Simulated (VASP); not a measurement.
# Ge (I4_1/amd) in VASP: a series of runs, part 2 of 2

VASP 6.6.1. The steps go on from the part before.

## 3. Single point, PBEsol

This run uses another cell than the first one, of 16.62 Å³/atom, 1.027 times its volume.

Contents of INCAR:

```
ALGO = Fast ; EDIFF = 1E-6
ENCUT = 520 ; GGA = PS
ISIF = 2 ; ISMEAR = -1
LASPH = T ; LCHARG = F
LREAL = F ; LWAVE = F
NBANDS = 21 ; NELM = 100
PREC = Accurate ; SIGMA = 0.1
```

Contents of KPOINTS:

```
k-points
0
Gamma
  18 18 18
```

Contents of POSCAR:

```
Ge
1.0
   -2.4758313386      2.4758313386      1.3560172859
    2.4758313386     -2.4758313386      1.3560172859
    2.4758313386      2.4758313386     -1.3560172859
Ge
2
Direct
    0.2500000000      0.7500000000      0.5000000000
    0.5000000000      0.5000000000      0.0000000000
```

Potentials or basis: VASP PAW PBE potentials, release 64 (Ge_d).

Launch:

```
> cat potpaw_PBE.64/Ge_d/POTCAR > POTCAR
> mpirun -np 1 vasp_std > vasp.out
```

OUTCAR:

```text
EDIFF = 1E-6
   ENCUT = 520
   GGA = PS
   ISIF = 2
   ISMEAR = -1
   LASPH = T
   LREAL = F
   NELM = 100
   PREC = Accurate

 ion  position               nearest neighbor table
   1  0.250  0.750  0.500-   2 2.57   2 2.57   2 2.57   2 2.57
   2  0.500  0.500  0.000-   1 2.57   1 2.57   1 2.57   1 2.57

  LATTYP: Found a body centered tetragonal cell.
 ALAT       =     4.9516626772
 C/A-ratio  =     0.5477018021

  Lattice vectors:

 A1 = (  -2.4758313386,   2.4758313386,   1.3560172859)
 A2 = (   2.4758313386,  -2.4758313386,   1.3560172859)
 A3 = (   2.4758313386,   2.4758313386,  -1.3560172859)

Analysis of symmetry for initial positions (statically):
=====================================================================
 Subroutine PRICEL returns:
 Original cell was already a primitive cell.

 Routine SETGRP: Setting up the symmetry group for a
 body centered tetragonal supercell.

 Subroutine GETGRP returns: Found 16 space group operations
 (whereof  8 operations were pure point group operations)
 out of a pool of 16 trial point group operations.

The static configuration has the point symmetry D_2d.
 The point group associated with its full space group is D_4h.

Analysis of symmetry for dynamics (positions and initial velocities):
=====================================================================
 Subroutine PRICEL returns:
 Original cell was already a primitive cell.

 Routine SETGRP: Setting up the symmetry group for a
 body centered tetragonal supercell.

 Subroutine GETGRP returns: Found 16 space group operations
 (whereof  8 operations were pure point group operations)
 out of a pool of 16 trial point group operations.

The dynamic configuration has the point symmetry D_2d.
 The point group associated with its full space group is D_4h.

 Subroutine INISYM returns: Found 16 space group operations
[... 104 lines left out ...]
   ISYM   =      2    0-nonsym 1-usesym 2-fastsym
   POTIM  = 0.5000    time-step for ionic-motion
   TEBEG  =    0.0;   TEEND  =   0.0 temperature during run
   PSTRESS=    0.0 pullay stress
   NELECT =      28.0000    total number of electrons
   NUPDOWN=      -1.0000    fix difference up-down
   EMIN   =  10.00;   EMAX   =-10.00  energy-range for DOS
   EFERMI =   0.00;   METHOD = LEGACY
   ISMEAR =    -1;   SIGMA  =   0.10  broadening in eV -4-tet -1-fermi 0-gaus
   EFERMI_NEDOS =   21; number of points for ismear=-14 and -15
   IALGO  =     68    algorithm
   IMIX   =      4    mixing-type and parameters
     AMIX     =   0.40;   BMIX     =  1.00
     AMIX_MAG =   1.60;   BMIX_MAG =  1.00
  volume/ion in A,a.u.               =      16.62       112.18
  Fermi-wavevector in a.u.,A,eV,Ry     =   1.545984  2.921487 32.518840  2.390067
  Thomas-Fermi vector in A             =   2.651285
   LORBIT       =      0    0 simple, 1 ext, 2 COOP (PROOUT), +10 PAW based schemes
   GGA     = PS    functional components
   LHFCALC =     F    Hartree Fock is set to
   AEXX    =    0.0000 exact exchange contribution
   IVDW    =     0    specifies the selected vdW correction
   LEPSILON=     F    determine dielectric tensor
   LRPA    =     F    only Hartree local field effects (RPA)
 non-spin polarized calculation
 RMM-DIIS sequential band-by-band and
  energy-cutoff  :      520.00
  volume of cell :       33.25
 maximum number of plane-waves:       914
   NGX = 13   NGY = 13   NGZ = 13

 number of electron      27.9999991 magnetization

 Free energy of the ion-electron system (eV)
  ---------------------------------------------------
  ext. energy  EPLUGINS =         0.00000000
  ---------------------------------------------------
  free energy    TOTEN  =        -9.45107966 eV

  energy without entropy =       -9.42842300  energy(sigma->0) =       -9.43975133

 E-fermi :   7.9322     XC(G=0): -12.0297

 val. band max:        7.9066792768   @ k =  -0.3333  -0.4444   0.1111
 cond. band min:       7.9325779791   @ k =   0.1111   0.1111   0.0556
 fundamental gap:      0.0258987022
 Fermi energy:         7.9321624109

 k-point     1 :       0.0000    0.0000    0.0000
  band No.  band energies     occupation
      1     -16.8890      2.00000
      2     -16.8155      2.00000
      3     -16.7931      2.00000
      4     -16.7761      2.00000
      5     -16.6366      2.00000
      6     -16.6366      2.00000
[... 565 lines left out ...]
     20      18.6412      0.00000
     21      19.1535      0.00000

 [... further k-points ...]
[... 5 lines left out ...]
  --------------------------------------------------------------------------------------
  -------------------------------------------------------------------------------------
  Total        2.0791567      2.0791567      2.0933812      0.0000000      0.0000000      0.0000000
  in kB      100.1914080    100.1914080    100.8768654      0.0000000      0.0000000      0.0000000
  external PRESSURE =     100.4198938 kB  Pullay stress =       0.0000000 kB

 VOLUME and BASIS-vectors are now :
 -----------------------------------------------------------------------------
  energy-cutoff  :      520.00
  volume of cell :       33.25
      direct lattice vectors                 reciprocal lattice vectors
    -2.475831339  2.475831339  1.356017286     0.000000000  0.201952367  0.368726863
     2.475831339 -2.475831339  1.356017286     0.201952367  0.000000000  0.368726863
     2.475831339  2.475831339 -1.356017286     0.201952367  0.201952367  0.000000000

 POSITION                                       TOTAL-FORCE (eV/Angst)
 -----------------------------------------------------------------------------------
      2.47583      0.00000      0.67801         0.000000      0.000000      0.000000
      0.00000      0.00000      1.35602        -0.000000     -0.000000     -0.000000
 -----------------------------------------------------------------------------------
    total drift:                                0.000000     -0.000000      0.000000

  FREE ENERGIE OF THE ION-ELECTRON SYSTEM (eV)
  ---------------------------------------------------
  free  energy   TOTEN  =        -9.4510796561 eV

  energy  without entropy=       -9.4284229956  energy(sigma->0) =       -9.43975133
```

OSZICAR:

```text
N       E                     dE             d eps       ncg     rms          rms(c)
DAV:   1     0.169234945391E+03    0.16923E+03   -0.13925E+04 23503   0.395E+03
DAV:   2     0.125499866361E+02   -0.15668E+03   -0.15170E+03 20278   0.580E+02
DAV:   3    -0.896561993167E+01   -0.21516E+02   -0.21328E+02 22943   0.129E+02
DAV:   4    -0.950772987123E+01   -0.54211E+00   -0.54173E+00 22705   0.241E+01
DAV:   5    -0.951513958718E+01   -0.74097E-02   -0.74095E-02 22864   0.298E+00    0.264E+00
RMM:   6    -0.947059382182E+01    0.44546E-01   -0.30118E-02 25413   0.234E+00    0.147E+00
RMM:   7    -0.945149105480E+01    0.19103E-01   -0.24394E-02 25692   0.172E+00    0.134E-01
RMM:   8    -0.945100617121E+01    0.48488E-03   -0.30580E-03 26115   0.826E-01    0.631E-02
RMM:   9    -0.945106994681E+01   -0.63776E-04   -0.59678E-04 27145   0.233E-01    0.411E-02
RMM:  10    -0.945107602398E+01   -0.60772E-05   -0.13979E-04 26399   0.170E-01    0.511E-03
RMM:  11    -0.945107838831E+01   -0.23643E-05   -0.46972E-05 26598   0.810E-02    0.572E-03
RMM:  12    -0.945107952216E+01   -0.11338E-05   -0.17496E-05 23197   0.451E-02    0.161E-03
RMM:  13    -0.945107965611E+01   -0.13395E-06   -0.19336E-06 15819   0.132E-02
   1 F= -.94510797E+01 E0= -.94397513E+01  d E =-.226567E-01
```

Run time: 3.9 min. Hardware: 1 thread of AMD EPYC 9R14 (Zen 4), shared host; peak memory 0.33 GiB.

What came out:

```yaml
Free_energy: -9.4511 eV
Pressure: 10.0 GPa
Band_gap_on_the_k_mesh: none (metal or under the smearing width)
```

Caveat: the PAW data sets were made with another functional, which shifts forces and pressure a little.
